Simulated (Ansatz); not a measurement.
# Phonon spectrum of BeS

Level of theory: DFT PBE, scalar-relativistic, plane waves, PAW in Ansatz. Settings: 420 eV plane-wave cutoff, Γ-centred 8×8×8 mesh, fixed occupations. No spin polarisation. Phonons by linear response, acoustic sum rule imposed.

The cell, relaxed at this level:
```xyz
2
Lattice="0.0000 2.4381 2.4381 2.4381 0.0000 2.4381 2.4381 2.4381 0.0000" Properties=species:S:1:pos:R:3 pbc="T T T"
Be    2.4381    2.4381    2.4381
S     1.2190    1.2190    1.2190
```

The cell has the zinc blende type, in a space group that the part of the Crystallography Open Database at hand lists for this formula; it was reached from a generator's guess.

Force constants from linear response on a 4×4×4 q mesh.

Path: Γ–X–U | K–Γ–L–W–X. Only the points of the 4×4×4 mesh were computed; the rest is interpolation, which is rough on so few points. On the mesh no mode is imaginary. Distance along the path (Å⁻¹), then the branches (cm⁻¹, negative for imaginary; the LO field is included):
```
0.000  0 0 0 558 558 657
0.161  47 47 71 555 555 657
0.322  93 93 139 548 548 656
0.483  136 136 201 537 537 655
0.644  173 173 256 524 524 654
0.805  202 202 302 512 512 652
0.966  222 222 338 504 504 651
1.127  232 232 360 500 500 650
1.289  234 234 368 499 499 650
1.345  234 236 368 500 500 649
1.403  234 240 366 500 500 646
1.459  233 247 363 501 501 641
1.516  232 256 360 502 502 634
1.573  230 266 356 503 503 626
1.630  228 276 351 504 505 618
1.687  226 286 345 506 506 610
1.744  223 294 340 508 508 602
1.744  223 294 340 508 508 602
1.915  212 300 329 514 514 586
2.086  196 276 322 522 525 585
2.257  175 242 300 530 536 596
2.428  147 202 265 539 543 615
2.598  113 156 217 546 547 634
2.769  77 105 156 550 553 648
2.940  38 52 82 555 557 655
3.111  0 0 0 558 558 657
3.111  0 0 0 558 558 657
3.250  35 35 70 557 557 656
3.390  68 68 137 553 553 651
3.529  99 99 198 549 549 644
3.669  125 125 252 544 544 635
3.808  145 145 298 540 540 625
3.948  157 157 334 538 538 615
4.087  164 164 359 537 537 607
4.227  166 166 368 537 537 604
4.341  168 174 366 536 537 601
4.455  177 195 363 531 537 594
4.569  190 222 357 524 536 587
4.682  208 250 349 516 535 581
4.796  226 272 340 510 534 576
4.910  245 285 332 507 532 572
5.024  262 287 328 507 531 569
5.138  272 282 328 507 531 568
5.218  271 279 330 507 526 574
5.299  267 271 337 506 519 587
5.380  260 262 345 505 512 603
5.460  253 253 352 504 506 618
5.541  245 246 359 502 503 631
5.621  239 240 364 501 501 642
5.702  236 236 367 500 500 648
5.782  234 234 368 499 499 650
```
